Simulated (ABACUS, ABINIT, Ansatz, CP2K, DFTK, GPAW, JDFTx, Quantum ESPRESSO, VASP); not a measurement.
## Be: 10 runs at one level of theory

```
Be
1.0
     2.28530    0.00000    0.00000
    -1.14265    1.97913    0.00000
     0.00000    0.00000    3.58420
Be
2
Direct
  0.66667 0.33333 0.75000
  0.33333 0.66667 0.25000
```

Alike in all runs: task single point; functional PBE; k mesh 13 × 13 × 8; occupations fermi-dirac, width 0.05 eV; no spin polarisation; no spin-orbit coupling. Pressure is positive in compression and, in plane waves, holds the error of the finite cutoff, which Ansatz's Pulay term estimates and takes out.

| program and potentials | plane-wave cutoff (eV) | notes | pressure (GPa) |
| --- | --- | --- | --- |
| Ansatz, Ansatz PAW (earlier soft set) | 420 | 2 valence electrons an atom on average; Pulay term of +0.04 GPa included | -2.85 |
| ABACUS, PseudoDojo NC SR 0.4.1 PBE standard, plane waves | 1211 | 4 valence electrons an atom on average | -2.03 |
| ABINIT, JTH PAW PBE v2.0 | 517 | 4 valence electrons an atom on average | -3.11 |
| VASP, PBE PAW files Be, 520 eV | 520 | 2 valence electrons an atom on average | ? |
| CP2K, POTENTIAL_UZH Be GTH-PBE-q4; TZVP-MOLOPT-PBE-GTH basis | - | atomic basis; 4 valence electrons an atom on average | -2.17 |
| DFTK, PseudoDojo SR PBE 0.4.1 standard (PBE) | 1197 | 4 valence electrons an atom on average | -2.03 |
| Quantum ESPRESSO, SSSP 1.3 efficiency PBE | 748 | 4 valence electrons an atom on average | -2.31 |
| Ansatz, all-electron LAPW, scalar-relativistic | - | - | -2.84 |
| GPAW, GPAW PAW data sets (gpaw-data 1.2.1) | 800 | 2 valence electrons an atom on average | -1.32 |
| JDFTx, PseudoDojo-SR-PBE-0.5-standard | 1197 | 4 valence electrons an atom on average | -2.03 |

Question: Estimate from the other rows what the run with VASP, PBE PAW files Be, 520 eV gave.

Answer: Pressure -2.67 GPa. The other rows, which needn't bracket it: pressure -3.11 to -1.32.
